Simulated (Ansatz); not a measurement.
## How stiff is this cell of Si2Ni?

Cell: an entry of the Crystallography Open Database (COD), whose atoms a relaxation with PBE at fixed cell left in place.

```xyz
3
Lattice="0.0000 2.7030 2.7030 2.7030 0.0000 2.7030 2.7030 2.7030 0.0000" Properties=species:S:1:pos:R:3 pbc="T T T"
Si    1.3515    1.3515    1.3515
Si    4.0545    4.0545    4.0545
Ni    0.0000    0.0000    0.0000
```

Atom numbers follow the list; atoms alike are taken as one site, whose name carries the number of the first.

All values are calculated (Ansatz; DFT, PBE, plane waves and PAW, scalar-relativistic, collinear spin, 420 eV cutoff, Γ-centred 15×15×15 k-points, Fermi–Dirac smearing 0.05 eV), not measured. Start moments as typed (μB): 1.5 on each Ni, none on the rest.

The cell is stretched along z (the third Cartesian axis of the run's cell), x and y held, and the ions relax again each time. Tension counts as positive.

| strain along z (%) | stress along z (GPa) | stress along x (GPa) |
| --- | --- | --- |
| -3 | -9.8 | -8.0 |
| -2 | -7.5 | -6.3 |
| -1 | -5.3 | -4.8 |
| 0 | -3.3 | -3.3 |
| +1 | ? | ? |
| +2 | 0.5 | -0.6 |
| +3 | 2.3 | 0.6 |

(1) Estimate the row at +1 % from the others.

Answers

(1) stress along z (GPa): -1.3; stress along x (GPa): -1.9. Worked: parabolas through the other 6 rows give -1.3 and -1.9 GPa at +1 %. Their slopes at zero strain are 201 GPa (C₁₁) and 143 GPa (C₁₂). They hold at this cell, where the calculated pressure is 3.3 GPa, and with no gap in the run.

All values belong to this cell and structure model. The start moments die out, and the run ends without spin.
